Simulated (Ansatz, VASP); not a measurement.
Cl: VASP beside Ansatz

```
CELL_PARAMETERS angstrom
7.39864 0.00000 0.00000
0.00000 7.39864 0.00000
0.00000 0.00000 7.39864
ATOMIC_POSITIONS crystal
Cl 0.28872 0.26851 0.85629
Cl 0.40385 0.44488 0.02898
Cl 0.88829 0.11236 0.14931
Cl 0.81763 0.35003 0.26200
Cl 0.02047 0.93350 0.56134
Cl 0.80643 0.80875 0.44819
Cl 0.25606 0.52168 0.43463
Cl 0.41126 0.73064 0.35444
Cl 0.28263 0.86260 0.93828
Cl 0.49770 0.79914 0.78370
Cl 0.98234 0.54877 0.83549
Cl 0.83924 0.37309 0.68437
```

Alike in both runs: task relaxation of the atoms; functional PBE; dispersion D3(BJ); k mesh 1 × 1 × 1; occupations fermi-dirac, width 0.02 eV; no spin polarisation.

|  | VASP | Ansatz |
| --- | --- | --- |
| version | VASP 6.6.1 | Ansatz 0.2.0 |
| potentials or method | VASP PAW PBE potentials, release 64 (Cl) | scalar-relativistic, plane waves, PAW |
| plane-wave cutoff (eV) | 520 | 420 |
| valence electrons in the cell | 84 | 84 |

|  | VASP | Ansatz | Ansatz less VASP |
| --- | --- | --- | --- |
| gap on the k mesh at the Fermi level, each at its own relaxed structure (eV) | 2.10 | 1.99 | -0.104 |
| energy change over the relaxation (meV/atom) | -30 | -20 | +9.6 |

Ansatz warned: «xc_potential_rough_in_thin_density».

 Expect the measured gap to be larger: semilocal functionals such as PBE lack the derivative discontinuity.
